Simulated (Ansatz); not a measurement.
Where the states of Sb lie

```cif
data_structure
_symmetry_space_group_name_H-M 'P6_3/mmc'
_symmetry_Int_Tables_number 194
_cell_length_a 3.3690
_cell_length_b 3.3690
_cell_length_c 5.3300
_cell_angle_alpha 90.000
_cell_angle_beta 90.000
_cell_angle_gamma 120.000
_cell_volume 52.39
loop_
_atom_site_label
_atom_site_type_symbol
_atom_site_symmetry_multiplicity
_atom_site_Wyckoff_symbol
_atom_site_fract_x
_atom_site_fract_y
_atom_site_fract_z
_atom_site_occupancy
Sb1 Sb 2 c 0.33333 0.66667 0.25000 1
```

The runs use the primitive cell with vectors (3.369, 0.000, 0.000), (-1.685, 2.918, 0.000), (0.000, 0.000, 5.330) Å, to which the k mesh refers.

The cell is COD entry 1539203, as deposited and not checked against the literature; nothing was relaxed.

Spin–orbit coupling is left out, though it moves levels of the heavy atoms by tenths of an eV or more.

Method: DFT, PBE, all-electron LAPW, scalar-relativistic (Ansatz 0.2.0).

The runs use a Γ-centred 12×12×7 k mesh, Fermi–Dirac smearing of 0.03 eV, basis error target 0.5 meV/atom, no spin polarisation.

States per eV and cell, averaged over 0.4 eV, from -12.6 to 3.2 eV, with energies (bin centres) from the Fermi level; empty bins are left out. 

| E (eV) | total |
| --- | --- |
| -12.5 | 0.29 |
| -12.1 | 0.40 |
| -11.7 | 0.43 |
| -11.3 | 0.50 |
| -10.9 | 0.58 |
| -10.5 | 0.65 |
| -10.1 | 0.75 |
| -9.7 | 0.94 |
| -9.3 | 0.99 |
| -8.9 | 0.98 |
| -8.5 | 0.96 |
| -8.1 | 1.47 |
| -7.7 | 0.88 |
| -7.3 | 0.02 |
| -5.7 | 0.07 |
| -5.3 | 0.46 |
| -4.9 | 0.89 |
| -4.5 | 1.57 |
| -4.1 | 1.26 |
| -3.7 | 0.87 |
| -3.3 | 1.01 |
| -2.9 | 1.21 |
| -2.5 | 1.01 |
| -2.1 | 1.24 |
| -1.7 | 1.03 |
| -1.3 | 1.17 |
| -0.9 | 1.16 |
| -0.5 | 1.09 |
| -0.1 | 1.29 |
| 0.3 | 1.50 |
| 0.7 | 1.46 |
| 1.1 | 1.32 |
| 1.5 | 1.39 |
| 1.9 | 1.47 |
| 2.3 | 1.25 |
| 2.7 | 1.73 |
| 3.1 | 1.65 |
